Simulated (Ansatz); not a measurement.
NaBr:
Space group Fm-3m (No. 225); a = b = c = 5.785 Å, α = β = γ = 90.00°

```
atom  site  symmetry       x       y       z
----  ----  --------  ------  ------  ------
Na      4a      m-3m  0.0000  0.0000  0.0000
Br      4b      m-3m  0.5000  0.5000  0.5000
```
(The calculation used a cell of 2 atoms; values per cell refer to that cell.)

Relaxed with LDA.

Task: Give the optical modes at the zone centre with their infrared and Raman activity from DFPT, LDA in the plane-wave PAW code Ansatz.

Result: Transverse frequencies, without the LO–TO term; a row sums one degenerate level.

```tsv
ω (cm⁻¹)	degeneracy	IR ((D/Å)²/amu)	Raman (Å⁴/amu)	activity	symmetry
153	3	4.73	0	IR	T1u
```

Task: How high does the top mode go among those that the LO–TO term moves?

Result: 215 cm⁻¹ for q along x.

The LDA relaxation kept the symmetry of its start; phonons on a q-mesh show no instability.

Potentials: the later of the program's two PAW sets.
